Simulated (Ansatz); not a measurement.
# Ru under changes of volume

One of the cells (13.575 Å³/atom); the others are scaled copies at fixed shape and fractional positions:

```
Ru
1.0
     2.70580    0.00000    0.00000
    -1.35290    2.34329    0.00000
     0.00000    0.00000    4.28190
Ru
2
Direct
  0.66667 0.33333 0.75000
  0.33333 0.66667 0.25000
```

| Item | Value |
| --- | --- |
| Program | Ansatz 0.2.0 |
| Functional | CAM-B3LYP |
| Potentials or basis | Ansatz PAW |
| Cutoff | 420 eV (not typed: the program's choice for these potentials) |
| k mesh | 6 × 6 × 3 |
| Occupations | fermi-dirac, width 0.05 eV |
| Spin | no spin polarisation |

```tsv
volume (Å³/atom)	energy over the lowest point (meV/atom)	pressure (GPa)	gap on the mesh (eV)
12.760	30.15	17.9	1.97
13.032	7.76	8.7	1.97
13.303	0.00	0.6	1.96
13.575	5.25	-6.6	1.95
13.846	?	?	?
14.118	49.18	-18.8	1.94
14.389	85.43	-23.9	1.94
```

Q: What does the run at 13.846 Å³/atom give?

A: Energy over the lowest point 22.07 meV/atom; pressure -13.1 GPa; gap on the mesh 1.95 eV.

Worked out: A Birch-Murnaghan fit of order 3 (a polynomial in V^(-2/3)) to the other rows has its minimum at 13.32 Å³/atom with B0 = V·E''(V) = 372 GPa and B' = 4.7 at fixed shape and positions, which overstates the stiffness. It gives 22.02 meV/atom at 13.846 Å³/atom, against the run's 22.07, and -dE/dV = -13.1 GPa, against -13.1. A straight line through the other rows of the gap, of slope -0.289 eV per unit of ln V, gives 1.95 eV, against the run's 1.95.

Energies are extrapolated to zero smearing.

Caveats: all runs use coarse meshes; odd divisions of the mesh miss points on the zone boundary, where band edges often lie, so the gap on the mesh can be too wide; the PAW data sets come from PBE, with cores solved anew for the run's functional, which leaves a small shift of forces and pressure; the thresholds are loose for stress.

A mesh can miss the band edges. Spin-orbit coupling on Ru is left out.
